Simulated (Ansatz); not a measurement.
Level of theory: DFT PBE, scalar-relativistic, plane waves, PAW (Ansatz). Settings: cutoff 420 eV, Γ-centred meshes spaced at most about 0.3 Å⁻¹, and about 0.25 Å⁻¹ or finer for metals (2π included), Gaussian smearing. No spin polarisation.

Temperature and zero-point effects are left out.

Two forms of CdTe₆ were relaxed alike.

A.

```yaml
crystal:
  lattice:
    - [4.67628, 0.00000, 0.00000]
    - [-2.33814, 4.04978, 0.00000]
    - [0.00000, 0.00000, 12.77293]
  atoms:
    - { symbol: Cd, position: [0.00000, 0.00000, 0.20939] }
    - { symbol: Te, position: [0.33333, 0.66667, 0.29045] }
    - { symbol: Te, position: [0.00000, 0.00000, 0.98181] }
    - { symbol: Te, position: [0.66667, 0.33333, 0.86005] }
    - { symbol: Te, position: [0.66667, 0.33333, 0.46831] }
    - { symbol: Te, position: [0.00000, 0.00000, 0.58351] }
    - { symbol: Te, position: [0.33333, 0.66667, 0.72847] }
```

B.

```yaml
crystal:
  lattice:
    - [2.25000, 1.29904, 12.62150]
    - [-2.25000, 1.29904, 12.62150]
    - [0.00000, -2.59807, 12.62150]
  atoms:
    - { symbol: Cd, position: [0.00000, 0.00000, 0.00000] }
    - { symbol: Te, position: [0.29012, 0.29012, 0.29012] }
    - { symbol: Te, position: [0.57216, 0.57216, 0.57216] }
    - { symbol: Te, position: [0.14096, 0.14096, 0.14096] }
    - { symbol: Te, position: [0.85904, 0.85904, 0.85904] }
    - { symbol: Te, position: [0.42784, 0.42784, 0.42784] }
    - { symbol: Te, position: [0.70988, 0.70988, 0.70988] }
```

Question: Which would you expect to be lower, and how large is the difference?

Answer: B is lower, by 20 meV/atom. A has space group P3m1 (No. 156), 34.6 Å³/atom and no gap on its mesh; B has space group R-3m (No. 166), 31.6 Å³/atom and no gap. Counting Te atoms around Cd (those within 1.25 times the shortest such distance or 1.15 times the sum of covalent radii), A has Cd 4 and B has Cd 6. In A, Cd has 4 Te at 2.89–2.91 Å; Te on its first site is surrounded by 3 Cd at 2.89 Å and 3 Te at 3.53 Å; around Te on its second site lie 1 Cd at 2.91 Å and 3 Te at 3.12 Å; 4 more sites not described. In B, Cd has 6 Te at 3.07 Å; Te on its first site is surrounded by 3 Cd at 3.07 Å and 3 Te at 3.24 Å; around Te on its second site lie 6 Te at 3.14–3.24 Å; 1 more site not described. Both come from invented guesses.

For metals, differences of a few meV/atom aren't resolved. Weakly bound directions are ill-defined at this level, which has no dispersion term (P3m1), and this can change margins and order among such cells. Spin–orbit coupling, which can matter for Te, is left out. Cells relaxed within their symmetry can be saddle points.
